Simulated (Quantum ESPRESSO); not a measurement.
# Quick settings and what they miss: CsPbI₃ (Pnma, 20 atoms in the cell)

Self-consistent single point.

```
CELL_PARAMETERS angstrom
     10.42679     0.00000     0.00000
      0.00000     4.74535     0.00000
      0.00000     0.00000    17.65254
ATOMIC_POSITIONS crystal
  Cs 0.08128 0.75000 0.67212
  Cs 0.91872 0.25000 0.32788
  Cs 0.41872 0.25000 0.17212
  Cs 0.58128 0.75000 0.82788
  Pb 0.16185 0.25000 0.93922
  Pb 0.83815 0.75000 0.06078
  Pb 0.33815 0.75000 0.43922
  Pb 0.66185 0.25000 0.56078
  I  0.33721 0.75000 0.00204
  I  0.66279 0.25000 0.99796
  I  0.16279 0.25000 0.50204
  I  0.83721 0.75000 0.49796
  I  0.02927 0.25000 0.11231
  I  0.97073 0.75000 0.88769
  I  0.47073 0.75000 0.61231
  I  0.52927 0.25000 0.38769
  I  0.29632 0.25000 0.78731
  I  0.70368 0.75000 0.21269
  I  0.20368 0.75000 0.28731
  I  0.79632 0.25000 0.71269
```

Level of theory: PBE, GBRV 1.5 ultrasoft (PBE) pseudopotentials (plane waves; Quantum ESPRESSO).

Base settings: ecutwfc = 40 Ry; ecutrho = 200 Ry; occupations = fixed; potentials = {Cs: cs_pbe_v1.uspp.F.UPF, Pb: pb_pbe_v1.uspp.F.UPF, I: i_pbe_v1.uspp.F.UPF}; K_POINTS = automatic 2 3 1 0 0 0; nbnd = 90; conv_thr = 1e-11 Ry.

Tight run (finer mesh or higher cutoff; not a proven limit): ecutwfc: 40 Ry → 56 Ry; ecutrho: 200 Ry → 280 Ry; conv_thr: 1e-11 Ry → 7.3e-11 Ry; K_POINTS: automatic 2 3 1 0 0 0 → automatic 3 5 2 0 0 0. It gave top of the valence band (on the code's own zero) 3.78 eV; gap on the k-point mesh 2.52 eV; pressure 1.84 GPa; largest force (vector length) 0.306 eV/Å.

Quick runs, as changes from the base:
- A: the base itself
- B: ecutwfc: 40 Ry → 24 Ry; ecutrho: 200 Ry → 120 Ry; occupations: fixed → smearing; nbnd: 90 → default; pseudopotentials: {Cs: cs_pbe_v1.uspp.F.UPF, Pb: pb_pbe_v1.uspp.F.UPF, I: i_pbe_v1.uspp.F.UPF} → {Cs: cs_lda_v1.uspp.F.UPF, Pb: pb_lda_v1.uspp.F.UPF, I: i_lda_v1.uspp.F.UPF}; K_POINTS: automatic 2 3 1 0 0 0 → automatic 1 1 1 0 0 0; smearing: default → fermi-dirac; degauss: default → 0.0147 Ry [LDA (PZ)]
- C: ecutwfc: 40 Ry → 24 Ry; ecutrho: 200 Ry → 120 Ry; K_POINTS: automatic 2 3 1 0 0 0 → automatic 3 3 3 1 1 1
- D: ecutwfc: 40 Ry → 32 Ry; ecutrho: 200 Ry → 160 Ry; K_POINTS: automatic 2 3 1 0 0 0 → automatic 2 2 2 1 1 1

Energies are extrapolated to zero smearing width, which holds to low order in the width alone (under cold and Methfessel-Paxton smearing the free energy itself is taken).

Dashes: energy of B, another energy zero; gap of B, left out as unsure on this mesh or at this smearing.

Gaps are read on each run's own mesh, which may miss the band edges.

† marks runs with another functional, U, potentials or spin treatment: their distance from the tight run is not a convergence error alone.

The count of work is k-points × plane waves × bands × iterations; it is no time. Core times come from one kind of shared machine and are given to one figure; runs under 30 s give none.

The starting cell comes from a database of computed structures (which also holds hypothetical and non-ambient phases and stackings), without a prior relaxation at this level. Its lattice was rescaled by a random factor within 2.5 % of one. Spin-orbit coupling is off.

```tsv
run	energy less tight (meV/atom)	pressure less tight (GPa)	largest miss in a force vector (eV/Å)	gap on the mesh less tight (eV)	count of work / tight	core time / tight (rough)
A	1.9	-0.01	0.005	0.008	0.20	0.2
B†	–	0.36	0.686	–	0.027	0.04
C	2.9	-0.28	0.009	0.611	0.20	0.1
D	-10.6	-0.02	0.098	0.871	0.036	0.06
```

Among the runs at the tight run's level, the energy misses run from 1.9 to 10.6 meV/atom.

Left out of this page: 1 run of the series outside the window shown, repeating another row's setting, or not comparable.
